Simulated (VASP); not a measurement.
Input of a VASP 6.6.1 run:

Contents of INCAR:

```
  PREC = Accurate
  ENCUT = 600
  EDIFF = 1E-6
  ISMEAR = -1
  SIGMA = 0.05
  LREAL = False
  LASPH = True
  NELM = 80
  ALGO = Normal
  ISIF = 3
  LWAVE = False
  LCHARG = False
  IBRION = 2
  NSW = 60
  EDIFFG = -0.01
```

The input KPOINTS:

```
regular mesh
0
Gamma
  13 13 13
```

POSCAR

```
C
1.0
    0.0000000000      1.7833700000      1.7833700000
    1.7833700000      0.0000000000      1.7833700000
    1.7833700000      1.7833700000      0.0000000000
C
2
Direct
    0.7500000000      0.7500000000      0.7500000000
    0.5000000000      0.5000000000      0.5000000000
```

Potentials or basis: VASP PAW LDA potentials, release 64 (C).

Run with:

```bash
$ cat potpaw_LDA.64/C/POTCAR > POTCAR
$ mpirun -np 1 vasp_std > vasp.out
```

**Question.** What does it give for the relaxed cell?

**Answer.** a = 2.499 Å, b = 2.499 Å, c = 2.499 Å, α = 60.00°, β = 60.00°, γ = 60.00°.

**Question.** What does it give for the band gap on the k mesh?

**Answer.** 4.17 eV, indirect (least direct gap 5.62 eV).

The path:
```
step  energy change (eV)  largest force (eV/Å)  pressure (GPa)  volume (Å³)
   1              0.0000                0.0000          -12.37        11.34
   2              0.0090                0.0000           17.94        10.64
   3             -0.0123                0.0000           -0.11        11.03
```

Caveat: an odd mesh through Γ misses points on the zone boundary, where band edges often lie.

The cell as given is a measured one (5.67 Å³/atom); LDA puts the equilibrium volume -2.7 % from it, thermal expansion not counted.
